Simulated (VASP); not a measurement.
## TiN (Osbornite): relaxation of cell and atoms with PBEsol

TiN (Osbornite):

```
CELL_PARAMETERS angstrom
0.00000 2.11900 2.11900
2.11900 0.00000 2.11900
2.11900 2.11900 0.00000
ATOMIC_POSITIONS crystal
Ti 0.00000 0.00000 0.00000
N 0.50000 0.50000 0.50000
```

| Property | Result |
| --- | --- |
| Program | VASP 6.6.1 |
| Task | relaxation of cell and atoms |
| Functional | PBEsol |
| Potentials or basis | VASP PAW PBE potentials, release 64 (Ti_sv, N) |
| Cutoff | 600 eV |
| k mesh | 16 × 16 × 16 |
| Occupations | methfessel-paxton, width 0.1 eV |
| Spin | no spin polarisation |
| Further INCAR settings | ALGO = Normal; EDIFF = 1e-06; IBRION = 2; EDIFFG = -0.01; NSW = 90; ISIF = 3 |

```json
{
  "Relaxed volume": "9.30 Å³/atom",
  "Relaxed cell": "a = 2.974 Å, b = 2.974 Å, c = 2.974 Å, α = 60.00°, β = 60.00°, γ = 60.00°",
  "Space group after relaxing (to 0.05 Å)": "Fm-3m (No. 225)",
  "Energy gained by relaxing": "4.5 meV/atom",
  "Ionic steps": "3",
  "Pressure after relaxing": "0.0 GPa",
  "Band gap on the k mesh": "none (metal or under the smearing width)"
}
```

The path:
| step | energy change (eV) | largest force (eV/Å) | pressure (GPa) | volume (Å³) |
| --- | --- | --- | --- | --- |
| 1 | 0.0000 | 0.0000 | -6.58 | 19.03 |
| 2 | 0.0115 | 0.0000 | 10.91 | 17.97 |
| 3 | -0.0091 | 0.0000 | -0.03 | 18.60 |

Final structure:
```
CELL_PARAMETERS angstrom
0.00000 2.10294 2.10294
2.10294 0.00000 2.10294
2.10294 2.10294 0.00000
ATOMIC_POSITIONS crystal
Ti 0.00000 0.00000 0.00000
N 0.50000 0.50000 0.50000
```

Levels at points of the mesh, in eV from the Fermi level:
```csv
k point,band 7,band 8,band 9,band 10,band 11,band 12
"(0.00, 0.00, 0.00)",-2.06,-2.06,-0.66,-0.66,-0.66,0.58
"(0.50, 0.00, 0.00)",-5.63,-5.63,1.76,1.76,2.47,5.97
"(0.50, 0.50, 0.00)",-3.26,-3.26,-3.24,1.70,2.50,2.50
```

Wall time 20 s on 4 MPI ranks on AMD EPYC 9R45 (Zen 5), with other jobs on the host, peak memory 0.14 GiB a rank.

Caveat: the PAW data sets were made with another functional, which shifts forces and pressure a little.
